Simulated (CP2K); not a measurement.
Runs of CP2K 2026.2 on MgSi. Symmetry: P4/mmm, No. 123, tetragonal system. The conventional cell has a = 2.908 Å, b = 2.908 Å, c = 4.103 Å, α = 90.00°, β = 90.00°, γ = 90.00°. Si (site symmetry 4/mmm) has 8 Mg at 2.90 Å and 4 Si at 2.91 Å as nearest neighbours. Around Mg (site symmetry 4/mmm) lie 8 Si at 2.90 Å and 4 Mg at 2.91 Å. The cell comes from a database or a generator and needn't be the stable form of this composition.

```csv
task,level,potentials or basis,cell,k mesh,smearing,k points reduced by the point group,NGRIDS,points a segment of the path (NPOINTS),bands added on the path,EXTRAPOLATION,gap on the mesh (eV),pressure (GPa)
band structure,r2SCAN,"POTENTIAL_UZH Si GTH-SCAN-q4, Mg GTH-SCAN-q10; TZVP-MOLOPT-SCAN-GTH basis",as given,9 × 9 × 7,fermi-dirac 0.01 eV,yes,5,6,4,-,none,-1.2
band structure,SCAN,"POTENTIAL_UZH Si GTH-SCAN-q4, Mg GTH-SCAN-q10; TZVP-MOLOPT-SCAN-GTH basis",as given,9 × 9 × 7,fermi-dirac 0.05 eV,yes,4,8,4,-,none,0.2
relaxation of cell and atoms,LDA,"GTH_POTENTIALS Si GTH-PADE-q4, Mg GTH-PADE-q10; TZVP-MOLOPT-PBE-GTH basis",relaxed,7 × 7 × 5,fermi-dirac 0.05 eV,-,4,-,-,USE_PREV_P,none,0.0
band structure,TASK,"POTENTIAL_UZH Si GTH-SCAN-q4, Mg GTH-SCAN-q10; TZVP-MOLOPT-SCAN-GTH basis",as given,9 × 9 × 7,fermi-dirac 0.1 eV,yes,4,8,2,-,none,(a)
```

Alike in all rows: no spin polarisation.

Question: Estimate the missing entries.

Answer: (a) 2.9.

Caveats: the basis of atomic orbitals isn't converged, which shifts pressures, moduli and gaps; the potentials were made for another functional, which shifts forces and pressure (some runs).

A k mesh can miss the band edges.

A gap of «none» marks a metal or a gap under the smearing width.

Not every run made on this cell is shown here.
